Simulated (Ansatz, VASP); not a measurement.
**BaTe in VASP and in Ansatz**

```xyz
2
Lattice="0.0000 3.2262 3.2262 3.2262 0.0000 3.2262 3.2262 3.2262 0.0000" Properties=species:S:1:pos:R:3 pbc="T T T"
Ba    0.0000    0.0000    0.0000
Te    3.2262    3.2262    3.2262
```

Alike in both runs: task single point; functional r2SCAN; k mesh 8 × 8 × 8; occupations gaussian, width 0.02 eV; no spin polarisation.

```csv
,VASP,Ansatz
version,VASP 6.6.1,Ansatz 0.2.0
potentials or method,"VASP PAW PBE potentials, release 64 (Ba_sv, Te)","scalar-relativistic, plane waves, PAW"
plane-wave cutoff (eV),520,500
valence electrons in the cell,16,26
```

VASP gave:

* gap on the k mesh at the Fermi level (eV): 1.15
* least direct gap on the mesh (eV): 1.47
* pressure (GPa): 15.8

Task: Estimate Ansatz's values.

Result: gap on the k mesh at the Fermi level (eV): 1.30; least direct gap on the mesh (eV): 1.56; pressure (GPa): 15.0.

With one functional, cell and mesh, what is left measures potentials, basis and numerics. The two sets of potentials don't hold the same shells in valence.

Caveats: so large a pressure means that the cell lies far from this level's equilibrium, or that cutoff or potentials fall short (VASP); the potentials were made for another functional, which shifts forces and pressure (VASP); spin-orbit coupling is left out, which moves the levels of the heavy elements. r2SCAN opens gaps a little over a GGA but as a rule still falls short of measured ones. A k mesh can miss the band edges.
